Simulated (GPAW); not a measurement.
# BP (F-43m) in GPAW: a series of runs

Aim: see how the results for BP move with the level of theory and the settings. Levels: LDA, PBEsol. Tasks: relaxation of cell and atoms.

Program: GPAW 26.7.0. These are calculated values, not measurements. Logs are shortened: lines on timing, memory, paths and dates and some standing lists are left out, and cuts for length are marked. The log counts tension as positive stress, the text compression.

## Step 1: The structure

It takes space group F-43m (No. 216, cubic). Conventional cell: a = 4.538 Å, b = 4.538 Å, c = 4.538 Å, α = 90.00°, β = 90.00°, γ = 90.00°. P (site symmetry -43m) is surrounded by 4 B at 1.97 Å. Around B (site symmetry -43m) lie 4 P at 1.97 Å.

## Step 2: Relaxation of cell and atoms, LDA, target pressure 10 GPa, at which the enthalpy is minimised

Input file run.py:

```python
from ase import Atoms
from ase.filters import FrechetCellFilter
from ase.io import write
from ase.optimize import BFGS
from ase.units import GPa
from gpaw import GPAW, PW

atoms = Atoms(['P', 'B'],
              cell=[[0.0, 2.269, 2.269],
                    [2.269, 0.0, 2.269],
                    [2.269, 2.269, 0.0]],
              scaled_positions=[[0.75, 0.75, 0.75],
                                [0.0, 0.0, 0.0]],
              pbc=True)

calc = GPAW(mode=PW(800),
            xc='LDA',
            kpts={'size': (10, 10, 10), 'gamma': True},
            occupations={'name': 'fermi-dirac', 'width': 0.05},
            nbands=11,
            convergence={'density': 1e-05, 'forces': 0.0001},
            maxiter=150,
            txt='gpaw.txt')
atoms.calc = calc
opt = BFGS(FrechetCellFilter(atoms, scalar_pressure=10 * GPa), trajectory='relax.traj', logfile='-')
done = opt.run(fmax=0.05, steps=100)
calc.write('gs.gpw')
write('result.traj', atoms)
print('Converged:', done)
print('Cell:', atoms.cell.cellpar().round(4))
print('Volume:', round(atoms.get_volume(), 4))
print(atoms.get_scaled_positions().round(5))
```

Potentials or basis: the program's PAW data sets (release 1.2.1) made for this functional, pw.

Launch:

```
$ OMP_NUM_THREADS=1 python run.py
```

gpaw.txt:

```text
__  _  _
 | _ |_)|_||  |
 |__||  | ||/\| - 26.7.0

Input parameters:
  mode=PW(ecut=800.0),
  convergence={'density': 1e-05, 'forces': 0.0001},
  kpts=MonkhorstPack(size=(10, 10, 10), gamma=True),
  maxiter=150,
  nbands=11,
  occupations=Occupations(name='fermi-dirac', width=0.05),
  xc=XC(name='LDA')

Diagonalizing LCAO Hamiltonian
Converting LCAO to pw mode

                  P

       B

Atoms  # Å, Bohr magnetons
|   | symbol |        x |        y |        z |    initial magnetic moments |
|---|--------|----------|----------|----------|-----------------------------|
| 0 |      P | 3.403500 | 3.403500 | 3.403500 | ( 0.0000,  0.0000,  0.0000) |
| 1 |      B | 0.000000 | 0.000000 | 0.000000 | ( 0.0000,  0.0000,  0.0000) |

Unit cell  # Å
| periodic |        x |        y |        z |  lengths |    angles |
|----------|----------|----------|----------|----------|-----------|
|      yes | 0.000000 | 2.269000 | 2.269000 | 3.208851 | 60.000000 |
|      yes | 2.269000 | 0.000000 | 2.269000 | 3.208851 | 60.000000 |
|      yes | 2.269000 | 2.269000 | 0.000000 | 3.208851 | 60.000000 |

Number of symmetries: 24
Symmetry operations  # r_c * U_cc + t_c -> r_c
|    | kind |            matrix            |
|----|------|------------------------------|
|  0 |  E   |  1, 0, 0,  0, 1, 0,  0, 0, 1 |
|  1 |  σ   |  1, 0, 0,  0, 0, 1,  0, 1, 0 |
|  2 |  σ   |  1, 0,-1,  0, 1,-1,  0, 0,-1 |
|  3 |  C3  |  1, 0,-1,  0, 0,-1,  0, 1,-1 |
|  4 |  C3  |  1,-1, 0,  0,-1, 1,  0,-1, 0 |
|  5 |  σ   |  1,-1, 0,  0,-1, 0,  0,-1, 1 |
|  6 |  σ   |  0, 1, 0,  1, 0, 0,  0, 0, 1 |
|  7 |  C3  |  0, 1, 0,  0, 0, 1,  1, 0, 0 |
|  8 |  C2  |  0, 1,-1,  1, 0,-1,  0, 0,-1 |
[... 148 lines left out ...]
SCF iterations
|iter     | |      energy | eigst |  dens |force |
|---------|-|-------------|-------|-------|------|
|iter:   1| |  -15.095791 | +0.14 |       |      |
|iter:   2| |  -14.966418 | -2.08 | -0.69 |      |
|iter:   3| |  -14.375583 | -1.49 | -0.73 |      |
|iter:   4| |  -14.365818 | -3.02 | -1.45 |      |
|iter:   5| |  -14.365516 | -4.12 | -1.97 |      |
|iter:   6| |  -14.365519c| -5.26 | -2.58 |      |
|iter:   7| |  -14.365519c| -7.00 | -3.78 |      |
|iter:   8| |  -14.365519c| -7.51c| -4.36 |      |
|iter:   9| |  -14.365519c| -8.58c| -5.52c|      |
|iter:  10| |  -14.365519c| -9.37c| -6.24c|-15.73c|

Converged in 10 steps
Energy contributions relative to reference atoms: (reference = -9935.220091)

Energy contributions:
  Kinetic:          13.539853
  Coulomb:         -11.772445
  Zero:             -0.021358
  External:          0.000000
  Xc:              -16.111569
  Entropy:          -0.000000
  Spinorbit:         0.000000
  ----------------------------
  Free energy:     -14.365519
  Extrapolated:    -14.365519
[... 19 lines left out ...]
Gap: 1.187 eV
Transition (v -> c):
  (s=0, k=0, n=3, [0.00, 0.00, 0.00]) -> (s=0, k=24, n=4, [0.40, 0.40, 0.00])
Direct/indirect transitions are different
Direct gap: 3.379 eV
Transition at: (s=0, k=0, n=3, [0.00, 0.00, 0.00])

Stress tensor  # eV/Ang^3
|         x |        y |         z |
|-----------|----------|-----------|
|  0.031332 | 0.000000 | -0.000000 |
|  0.000000 | 0.031332 |  0.000000 |
| -0.000000 | 0.000000 |  0.031332 |

Forces  # eV/Ang
|       x |       y |        z |
|---------|---------|----------|
| 0.00000 | 0.00000 |  0.00000 |  # P    0
| 0.00000 | 0.00000 | -0.00000 |  # B    1

Interpolating wave functions to new cell

                  P

       B

Atoms  # Å, Bohr magnetons
|   | symbol |        x |        y |         z |    initial magnetic moments |
|---|--------|----------|----------|-----------|-----------------------------|
| 0 |      P | 3.376981 | 3.376981 |  3.376981 | ( 0.0000,  0.0000,  0.0000) |
| 1 |      B | 0.000000 | 0.000000 | -0.000000 | ( 0.0000,  0.0000,  0.0000) |

Unit cell  # Å
| periodic |         x |         y |        z |  lengths |    angles |
|----------|-----------|-----------|----------|----------|-----------|
|      yes | -0.000000 |  2.251320 | 2.251320 | 3.183848 | 60.000000 |
|      yes |  2.251320 | -0.000000 | 2.251320 | 3.183848 | 60.000000 |
|      yes |  2.251320 |  2.251320 | 0.000000 | 3.183848 | 60.000000 |

Number of symmetries: 24
Symmetry operations  # r_c * U_cc + t_c -> r_c
|    | kind |            matrix            |
|----|------|------------------------------|
|  0 |  E   |  1, 0, 0,  0, 1, 0,  0, 0, 1 |
|  1 |  σ   |  1, 0, 0,  0, 0, 1,  0, 1, 0 |
[... 202 lines left out ...]
Transition (v -> c):
  (s=0, k=0, n=3, [0.00, 0.00, 0.00]) -> (s=0, k=24, n=4, [0.40, 0.40, 0.00])
Direct/indirect transitions are different
Direct gap: 3.416 eV
Transition at: (s=0, k=0, n=3, [0.00, 0.00, 0.00])

Stress tensor  # eV/Ang^3
|        x |        y |        z |
|----------|----------|----------|
| 0.007240 | 0.000000 | 0.000000 |
| 0.000000 | 0.007240 | 0.000000 |
| 0.000000 | 0.000000 | 0.007240 |

Forces  # eV/Ang
|        x |       y |        z |
|----------|---------|----------|
| -0.00000 | 0.00000 | -0.00000 |  # P    0
| -0.00000 | 0.00000 | -0.00000 |  # B    1

Interpolating wave functions to new cell

                 P

       B

Atoms  # Å, Bohr magnetons
|   | symbol |        x |        y |         z |    initial magnetic moments |
|---|--------|----------|----------|-----------|-----------------------------|
| 0 |      P | 3.307787 | 3.307787 |  3.307787 | ( 0.0000,  0.0000,  0.0000) |
| 1 |      B | 0.000000 | 0.000000 | -0.000000 | ( 0.0000,  0.0000,  0.0000) |

Unit cell  # Å
| periodic |        x |         y |         z |  lengths |    angles |
|----------|----------|-----------|-----------|----------|-----------|
|      yes | 0.000000 |  2.205191 |  2.205191 | 3.118611 | 60.000000 |
|      yes | 2.205191 | -0.000000 |  2.205191 | 3.118611 | 60.000000 |
|      yes | 2.205191 |  2.205191 | -0.000000 | 3.118611 | 60.000000 |

Number of symmetries: 24
Symmetry operations  # r_c * U_cc + t_c -> r_c
|    | kind |            matrix            |
|----|------|------------------------------|
|  0 |  E   |  1, 0, 0,  0, 1, 0,  0, 0, 1 |
|  1 |  σ   |  1, 0, 0,  0, 0, 1,  0, 1, 0 |
|  2 |  σ   |  1, 0,-1,  0, 1,-1,  0, 0,-1 |
|  3 |  C3  |  1, 0,-1,  0, 0,-1,  0, 1,-1 |
|  4 |  C3  |  1,-1, 0,  0,-1, 1,  0,-1, 0 |
|  5 |  σ   |  1,-1, 0,  0,-1, 0,  0,-1, 1 |
|  6 |  σ   |  0, 1, 0,  1, 0, 0,  0, 0, 1 |
|  7 |  C3  |  0, 1, 0,  0, 0, 1,  1, 0, 0 |
|  8 |  C2  |  0, 1,-1,  1, 0,-1,  0, 0,-1 |
[... 148 lines left out ...]
SCF iterations
|iter     | |      energy | eigst |  dens |force |
|---------|-|-------------|-------|-------|------|
|iter:   1| |  -14.371445 | -0.93 |       |      |
|iter:   2| |  -14.366273 | -3.77 | -1.47 |      |
|iter:   3| |  -14.336457 | -2.78 | -1.51 |      |
|iter:   4| |  -14.335282 | -4.11 | -2.23 |      |
|iter:   5| |  -14.335216c| -5.22 | -2.81 |      |
|iter:   6| |  -14.335212c| -5.65 | -3.20 |      |
|iter:   7| |  -14.335212c| -8.33c| -4.43 |      |
|iter:   8| |  -14.335212c| -8.43c| -4.87 |      |
|iter:   9| |  -14.335212c| -9.61c| -6.14c|      |
|iter:  10| |  -14.335212c|-10.65c| -6.72c|-16.24c|

Converged in 10 steps
Energy contributions relative to reference atoms: (reference = -9935.220091)

Energy contributions:
  Kinetic:          21.288742
  Coulomb:         -17.624689
  Zero:             -0.028554
  External:          0.000000
  Xc:              -17.970712
  Entropy:          -0.000000
  Spinorbit:         0.000000
  ----------------------------
  Free energy:     -14.335212
  Extrapolated:    -14.335212
[... 19 lines left out ...]
Gap: 1.086 eV
Transition (v -> c):
  (s=0, k=0, n=3, [0.00, 0.00, 0.00]) -> (s=0, k=24, n=4, [0.40, 0.40, 0.00])
Direct/indirect transitions are different
Direct gap: 3.527 eV
Transition at: (s=0, k=0, n=3, [0.00, 0.00, 0.00])

Stress tensor  # eV/Ang^3
|         x |         y |         z |
|-----------|-----------|-----------|
| -0.067768 |  0.000000 | -0.000000 |
|  0.000000 | -0.067768 | -0.000000 |
| -0.000000 | -0.000000 | -0.067768 |

Forces  # eV/Ang
|        x |       y |        z |
|----------|---------|----------|
| -0.00000 | 0.00000 | -0.00000 |  # P    0
|  0.00000 | 0.00000 |  0.00000 |  # B    1

Interpolating wave functions to new cell

                 P

       B

Atoms  # Å, Bohr magnetons
|   | symbol |        x |        y |         z |    initial magnetic moments |
|---|--------|----------|----------|-----------|-----------------------------|
| 0 |      P | 3.312402 | 3.312402 |  3.312402 | ( 0.0000,  0.0000,  0.0000) |
| 1 |      B | 0.000000 | 0.000000 | -0.000000 | ( 0.0000,  0.0000,  0.0000) |

Unit cell  # Å
| periodic |        x |         y |        z |  lengths |    angles |
|----------|----------|-----------|----------|----------|-----------|
|      yes | 0.000000 |  2.208268 | 2.208268 | 3.122963 | 60.000000 |
|      yes | 2.208268 | -0.000000 | 2.208268 | 3.122963 | 60.000000 |
|      yes | 2.208268 |  2.208268 | 0.000000 | 3.122963 | 60.000000 |

Number of symmetries: 24
Symmetry operations  # r_c * U_cc + t_c -> r_c
|    | kind |            matrix            |
|----|------|------------------------------|
|  0 |  E   |  1, 0, 0,  0, 1, 0,  0, 0, 1 |
|  1 |  σ   |  1, 0, 0,  0, 0, 1,  0, 1, 0 |
|  2 |  σ   |  1, 0,-1,  0, 1,-1,  0, 0,-1 |
|  3 |  C3  |  1, 0,-1,  0, 0,-1,  0, 1,-1 |
|  4 |  C3  |  1,-1, 0,  0,-1, 1,  0,-1, 0 |
|  5 |  σ   |  1,-1, 0,  0,-1, 0,  0,-1, 1 |
|  6 |  σ   |  0, 1, 0,  1, 0, 0,  0, 0, 1 |
|  7 |  C3  |  0, 1, 0,  0, 0, 1,  1, 0, 0 |
|  8 |  C2  |  0, 1,-1,  1, 0,-1,  0, 0,-1 |
[... 148 lines left out ...]
SCF iterations
|iter     | |      energy | eigst |  dens |force |
|---------|-|-------------|-------|-------|------|
|iter:   1| |  -14.341274 | -3.21 |       |      |
|iter:   2| |  -14.341251 | -6.12 | -2.65 |      |
|iter:   3| |  -14.341118c| -5.13 | -2.68 |      |
|iter:   4| |  -14.341113c| -6.46 | -3.41 |      |
|iter:   5| |  -14.341113c| -7.56c| -3.99 |      |
|iter:   6| |  -14.341113c| -7.47c| -4.38 |      |
|iter:   7| |  -14.341113c| -7.97c| -5.59c|      |
|iter:   8| |  -14.341113c| -9.06c| -5.96c|-16.21c|

Converged in 8 steps
Energy contributions relative to reference atoms: (reference = -9935.220091)

Energy contributions:
  Kinetic:          20.887601
  Coulomb:         -17.323431
  Zero:             -0.028187
  External:          0.000000
  Xc:              -17.877096
  Entropy:          -0.000000
  Spinorbit:         0.000000
  ----------------------------
  Free energy:     -14.341113
  Extrapolated:    -14.341113
[... 19 lines left out ...]
Gap: 1.091 eV
Transition (v -> c):
  (s=0, k=0, n=3, [0.00, 0.00, 0.00]) -> (s=0, k=24, n=4, [0.40, 0.40, 0.00])
Direct/indirect transitions are different
Direct gap: 3.519 eV
Transition at: (s=0, k=0, n=3, [0.00, 0.00, 0.00])

Stress tensor  # eV/Ang^3
|         x |         y |         z |
|-----------|-----------|-----------|
| -0.062167 | -0.000000 | -0.000000 |
| -0.000000 | -0.062167 |  0.000000 |
| -0.000000 |  0.000000 | -0.062167 |

Forces  # eV/Ang
|       x |       y |        z |
|---------|---------|----------|
| 0.00000 | 0.00000 | -0.00000 |  # P    0
| 0.00000 | 0.00000 |  0.00000 |  # B    1

# Writing to gs.gpw (mode='')
```

Wall time 46 s (1 thread of Arm Neoverse V1, shared host); peak memory 0.2 GiB.

What came out:

| Property | Result |
| --- | --- |
| Free energy | -14.3411 eV |
| Relaxed volume | 10.77 Å³/atom |
| Relaxed cell | a = 3.123 Å, b = 3.123 Å, c = 3.123 Å, α = 60.00°, β = 60.00°, γ = 60.00° |
| Space group after relaxing (to 0.05 Å) | F-43m (No. 216) |
| Energy change on relaxing (the enthalpy is what falls) | +12.2 meV/atom |
| Ionic steps | 4 |
| Pressure after relaxing | 10.0 GPa |
| Band gap on the k mesh | 1.09 eV, indirect (least direct gap 3.52 eV) |

The path:
```
step  energy change (eV)  largest force (eV/Å)  pressure (GPa)  volume (Å³)
   1              0.0000                0.0000           -5.02        23.36
   2             -0.0101                0.0000           -1.16        22.82
   3              0.0303                0.0000           10.86        21.45
   4              0.0244                0.0000            9.96        21.54
```

Final structure:
```xyz
2
Lattice="0.0000 2.2083 2.2083 2.2083 0.0000 2.2083 2.2083 2.2083 0.0000" Properties=species:S:1:pos:R:3 pbc="T T T"
P     3.3124    3.3124    3.3124
B     0.0000    0.0000    0.0000
```

Caveat: later steps reuse the first step's grids. Zero-point motion and thermal expansion aren't in these numbers.

## Step 3: Relaxation of cell and atoms, PBEsol

Changes to run.py since step 2:

```diff
@@ -3,5 +3,6 @@
 from ase.io import write
-from ase.optimize import BFGS
-from ase.units import GPa
-from gpaw import GPAW, PW
+from ase.optimize import FIRE
+from gpaw import GPAW, PW, setup_paths
+
+setup_paths.insert(0, '.')
 
@@ -16,3 +17,3 @@
 calc = GPAW(mode=PW(800),
-            xc='LDA',
+            xc='PBEsol',
             kpts={'size': (10, 10, 10), 'gamma': True},
@@ -24,4 +25,4 @@
 atoms.calc = calc
-opt = BFGS(FrechetCellFilter(atoms, scalar_pressure=10 * GPa), trajectory='relax.traj', logfile='-')
-done = opt.run(fmax=0.05, steps=100)
+opt = FIRE(FrechetCellFilter(atoms), trajectory='relax.traj', logfile='-')
+done = opt.run(fmax=0.02, steps=60)
 calc.write('gs.gpw')
```

Potentials or basis: PAW data sets generated in the run's folder for this functional, pw.

Launch:

```
$ gpaw-setup -f PBEsol B P
$ OMP_NUM_THREADS=1 python run.py
```

gpaw.txt:

```text
__  _  _
 | _ |_)|_||  |
 |__||  | ||/\| - 26.7.0

Input parameters:
  mode=PW(ecut=800.0),
  convergence={'density': 1e-05, 'forces': 0.0001},
  kpts=MonkhorstPack(size=(10, 10, 10), gamma=True),
  maxiter=150,
  nbands=11,
  occupations=Occupations(name='fermi-dirac', width=0.05),
  xc=XC(name='PBEsol')

Diagonalizing LCAO Hamiltonian
Converting LCAO to pw mode

                  P

       B

Atoms  # Å, Bohr magnetons
|   | symbol |        x |        y |        z |    initial magnetic moments |
|---|--------|----------|----------|----------|-----------------------------|
| 0 |      P | 3.403500 | 3.403500 | 3.403500 | ( 0.0000,  0.0000,  0.0000) |
| 1 |      B | 0.000000 | 0.000000 | 0.000000 | ( 0.0000,  0.0000,  0.0000) |

Unit cell  # Å
[... 730 lines left out ...]
Atoms  # Å, Bohr magnetons
|   | symbol |         x |         y |         z |    initial magnetic moments |
|---|--------|-----------|-----------|-----------|-----------------------------|
| 0 |      P |  3.392471 |  3.392471 |  3.392471 | ( 0.0000,  0.0000,  0.0000) |
| 1 |      B | -0.000000 | -0.000000 | -0.000000 | ( 0.0000,  0.0000,  0.0000) |

Unit cell  # Å
| periodic |        x |         y |         z |  lengths |    angles |
|----------|----------|-----------|-----------|----------|-----------|
|      yes | 0.000000 |  2.261647 |  2.261647 | 3.198453 | 60.000000 |
|      yes | 2.261647 | -0.000000 |  2.261647 | 3.198453 | 60.000000 |
|      yes | 2.261647 |  2.261647 | -0.000000 | 3.198453 | 60.000000 |

Number of symmetries: 24
Symmetry operations  # r_c * U_cc + t_c -> r_c
|    | kind |            matrix            |
|----|------|------------------------------|
|  0 |  E   |  1, 0, 0,  0, 1, 0,  0, 0, 1 |
|  1 |  σ   |  1, 0, 0,  0, 0, 1,  0, 1, 0 |
|  2 |  σ   |  1, 0,-1,  0, 1,-1,  0, 0,-1 |
|  3 |  C3  |  1, 0,-1,  0, 0,-1,  0, 1,-1 |
|  4 |  C3  |  1,-1, 0,  0,-1, 1,  0,-1, 0 |
|  5 |  σ   |  1,-1, 0,  0,-1, 0,  0,-1, 1 |
|  6 |  σ   |  0, 1, 0,  1, 0, 0,  0, 0, 1 |
|  7 |  C3  |  0, 1, 0,  0, 0, 1,  1, 0, 0 |
|  8 |  C2  |  0, 1,-1,  1, 0,-1,  0, 0,-1 |
[... 200 lines left out ...]
Stress tensor  # eV/Ang^3
|        x |        y |        z |
|----------|----------|----------|
| 0.000720 | 0.000000 | 0.000000 |
| 0.000000 | 0.000720 | 0.000000 |
| 0.000000 | 0.000000 | 0.000720 |

Forces  # eV/Ang
|        x |       y |        z |
|----------|---------|----------|
| -0.00000 | 0.00000 | -0.00000 |  # P    0
|  0.00000 | 0.00000 | -0.00000 |  # B    1

# Writing to gs.gpw (mode='')
```

stdout:

```text
Step          Energy          fmax
FIRE:    0      -13.703554        0.126621
FIRE:    1      -13.703963        0.103718
FIRE:    2      -13.704455        0.061837
FIRE:    3      -13.704671        0.008324
Converged: True
Cell: [ 3.1985  3.1985  3.1985 60.     60.     60.    ]
Volume: 23.1369
[[0.75 0.75 0.75]
 [0.   0.   0.  ]]
```

Run time: 45 s. Hardware: 1 thread of Arm Neoverse V1, shared host; peak memory 0.2 GiB.

Results:

| Item | Value |
| --- | --- |
| Free energy | -13.7047 eV |
| Relaxed volume | 11.57 Å³/atom |
| Relaxed cell | a = 3.198 Å, b = 3.198 Å, c = 3.198 Å, α = 60.00°, β = 60.00°, γ = 60.00° |
| Space group after relaxing (to 0.05 Å) | F-43m (No. 216) |
| Energy gained by relaxing | 0.6 meV/atom |
| Ionic steps | 4 |
| Pressure after relaxing | -0.1 GPa |
| Band gap on the k mesh | 1.12 eV, indirect (least direct gap 3.38 eV) |

The path:
```csv
step,energy change (eV),largest force (eV/Å),pressure (GPa),volume (Å³)
1,0.0000,0.0000,-1.74,23.36
2,-0.0004,0.0000,-1.43,23.32
3,-0.0009,0.0000,-0.85,23.24
4,-0.0011,0.0000,-0.12,23.14
```

Final structure:
```cif
data_structure
_symmetry_space_group_name_H-M 'P 1'
_symmetry_Int_Tables_number 1
_cell_length_a 3.1985
_cell_length_b 3.1985
_cell_length_c 3.1985
_cell_angle_alpha 60.000
_cell_angle_beta 60.000
_cell_angle_gamma 60.000
_cell_volume 23.14
loop_
_atom_site_label
_atom_site_type_symbol
_atom_site_fract_x
_atom_site_fract_y
_atom_site_fract_z
_atom_site_occupancy
P1 P 0.75000 0.75000 0.75000 1
B1 B 0.00000 0.00000 0.00000 1
```

Caveat: later steps reuse the first step's grids. A k mesh can miss the band edges.
